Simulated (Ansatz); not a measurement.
Input of an Ansatz 0.2.0 run:

The input input.yaml:

```yaml
crystal:
  lattice:
    - [2.9121517351, 0.0, 0.0]
    - [-1.4560758676, 2.5219973823, 0.0]
    - [0.0, 0.0, 10.55527]
  atoms:
    - { symbol: Ni, position: [0.0, 0.0, 0.5], spin: 1.0 }
    - { symbol: Ni, position: [0.0, 0.0, 0.0], spin: 1.0 }
    - { symbol: O, position: [0.3333333333, 0.6666666667, 0.589079] }
    - { symbol: O, position: [0.3333333333, 0.6666666667, 0.910921] }
    - { symbol: O, position: [0.6666666667, 0.3333333333, 0.410921] }
    - { symbol: O, position: [0.6666666667, 0.3333333333, 0.089079] }
hamiltonian:
  xc: pbesol
  pseudopotentials: { kind: paw, source: jth, xc_functional: pbe }
magnetization:
  spin_polarized: true
kpoints:
  mp_grid: { grid: [10, 10, 3] }
scf:
  occupations: { method: fermi_dirac, width: 0.05 }
output:
  forces: true
  stress: true
  eigenvalues: true
```

Potentials or basis: JTH PAW.

Launch:

```sh
$ ansatz run input.yaml --threads 2 --pin off --max-ram 5632MiB --backend cpu --events-out ev --progress --plain --runs-dir out
```

(1) What does it give for the absolute moment?

(2) Estimate the net moment.

Results:

(1) 0.00 μB per cell.

(2) 0.00 μB per cell.

Caveat: odd divisions of the mesh miss points on the zone boundary, where band edges often lie, so the gap on the mesh can be too wide; forces of over 1 eV/Å show positions far from the minimum, so gaps and moduli don't describe the material at rest; the starting moments weren't kept.
